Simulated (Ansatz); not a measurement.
# Ge: the cost of one run

Computed with Ansatz 0.2.0 (DFT PBE, scalar-relativistic, plane waves, PAW, unless a step's input says otherwise).

**1. The structure to begin with**

Symmetry: P-3m1, No. 164, trigonal system. Conventional cell: a = 3.998 Å, b = 3.998 Å, c = 27.430 Å, α = 90.00°, β = 90.00°, γ = 120.00°. Around Ge (site symmetry 3m) lie 3 Ge at 2.45 Å. Ge (site symmetry 3m) has 4 Ge at 2.45 to 2.47 Å as nearest neighbours.

Structure file:

```cif
data_structure
_symmetry_space_group_name_H-M 'P 1'
_symmetry_Int_Tables_number 1
_cell_length_a 3.9976
_cell_length_b 3.9976
_cell_length_c 27.4296
_cell_angle_alpha 90.000
_cell_angle_beta 90.000
_cell_angle_gamma 120.000
_cell_volume 379.62
loop_
_atom_site_label
_atom_site_type_symbol
_atom_site_fract_x
_atom_site_fract_y
_atom_site_fract_z
_atom_site_occupancy
Ge1 Ge 0.33333 0.66667 0.36457 1
Ge2 Ge 0.66667 0.33333 0.39484 1
Ge3 Ge 0.66667 0.33333 0.48487 1
Ge4 Ge 0.33333 0.66667 0.51513 1
Ge5 Ge 0.33333 0.66667 0.60516 1
Ge6 Ge 0.66667 0.33333 0.63543 1
```

Slab cut from the bulk at the bulk's listed lattice constants, lower half held.

**2. Relaxing the atoms**

input.yaml reads:

```yaml
crystal:
  lattice:
    - [3.99758584, 0.0, 0.0]
    - [-1.99879292, 3.46201089, 0.0]
    - [0.0, 0.0, 27.4295962663]
  atoms:
    - { symbol: Ge, position: [0.33333333, 0.66666666, 0.3645697116] }
    - { symbol: Ge, position: [0.66666667, 0.33333334, 0.3948369575] }
    - { symbol: Ge, position: [0.66666667, 0.33333334, 0.484866377] }
    - { symbol: Ge, position: [0.33333333, 0.66666666, 0.515133623] }
    - { symbol: Ge, position: [0.33333333, 0.66666666, 0.6051630425] }
    - { symbol: Ge, position: [0.66666667, 0.33333334, 0.6354302884] }
basis:
  ecutwfc: 420.0
  fft_grid_basis: typed
kpoints:
  mp_grid: { grid: [9, 9, 1] }
hamiltonian:
  xc: pbe
scf:
  occupations: { method: gaussian, width: 0.1 }
output:
  forces: true
  eigenvalues: true
efield:
  axis: 3
  dipole_correction: true
  ramp_width: 0.04
relax:
  adjacent_minimum: "off"
  f_tol: 0.04
  max_steps: 40
  constraints: [{ sites: [0, 1, 2] }]
```

Command:

```bash
> ansatz run input.yaml --threads 1 --pin off --max-ram 2211MiB --backend cpu --events-out ev --progress --plain --runs-dir out
```

What time and memory should one allow on 1 thread of Intel Xeon 6975P-C (Granite Rapids), shared host?

About 31 s, with a peak of 0.62 GiB.
